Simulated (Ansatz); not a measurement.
# Relaxing Te

Level of theory: DFT PBE, scalar-relativistic, plane waves, PAW (Ansatz 0.2.0). Cutoff 420 eV, Γ-centred k mesh, Gaussian smearing, no spin polarisation in the final step.

The start is a random cell of Te with space group P6_222 (No. 180), drawn with lower limits on the distances.

```
Te
1.0
     5.97635    0.00000    0.00000
    -2.98818    5.17567    0.00000
     0.00000    0.00000    8.06421
Te
6
Cartesian
  -0.9960 1.7252 5.3761
  -1.9921 3.4505 5.3761
  1.9921 0.0000 0.0000
  0.9960 1.7252 2.6881
  3.9843 0.0000 0.0000
  1.9921 3.4505 2.6881
```

Steps on the 3×3×2 mesh (6 atoms). 6 of 7 steps are shown, and the free energy counts from the last. Trial steps that were taken back and renewals of the plane-wave basis can be among the rows.

| step | ΔF (meV/atom) | V (Å³/atom) | P (GPa) | largest force component (eV/Å) |
| --- | --- | --- | --- | --- |
| 1 | 3107.1 | 41.57 | 37.24 | 28.826 |
| 2 | 255.8 | 42.82 | 6.09 | 3.872 |
| 3 | 59.7 | 43.74 | 2.30 | 1.256 |
| 4 | 9.9 | 44.84 | 0.70 | 0.222 |
| 5 | 3.2 | 46.32 | -0.21 | 0.067 |
| 7 | 0.0 | 45.94 | 0.20 | 0.028 |

Steps on the 3×3×4 mesh (6 atoms). 5 of 6 steps are shown, and the free energy counts from the last.

| step | ΔF (meV/atom) | V (Å³/atom) | P (GPa) | largest force component (eV/Å) |
| --- | --- | --- | --- | --- |
| 1 | 3.0 | 45.94 | 0.38 | 0.048 |
| 2 | 1.9 | 46.77 | -0.21 | 0.052 |
| 3 | 1.3 | 46.53 | -0.10 | 0.018 |
| 4 | 0.0 | 45.76 | 0.08 | 0.043 |
| 6 | 0.0 | 45.75 | 0.02 | 0.017 |

A final relaxation ran on a 9×9×6 mesh. The relaxed crystal, P6_222 (No. 180):

Space group P6_222 (No. 180). a = 6.701 Å, b = 6.701 Å, c = 7.134 Å, α = 90.00°, β = 90.00°, γ = 120.00°
| atom | site | symmetry | x | y | z |
| --- | --- | --- | --- | --- | --- |
| Te | 6g | .2. | 0.0000 | 0.2981 | 0.6667 |

```
Volume per atom                    : 46.23 Å³
Density                            : 4.58 g/cm³
Energy over the standard structure : 0.19 eV/atom
Gap on the 9×9×6 mesh              : 0 eV (a metal)
```

Energies count from the standard state of Te at the same level.

The final run used a 9×9×6 mesh on its 6-atom cell and 0.10 eV smearing. The k mesh leaves about 4 meV/atom of noise in metals. Spin–orbit coupling is left out.

Symmetry constrained the relaxation, so the result can be a saddle point.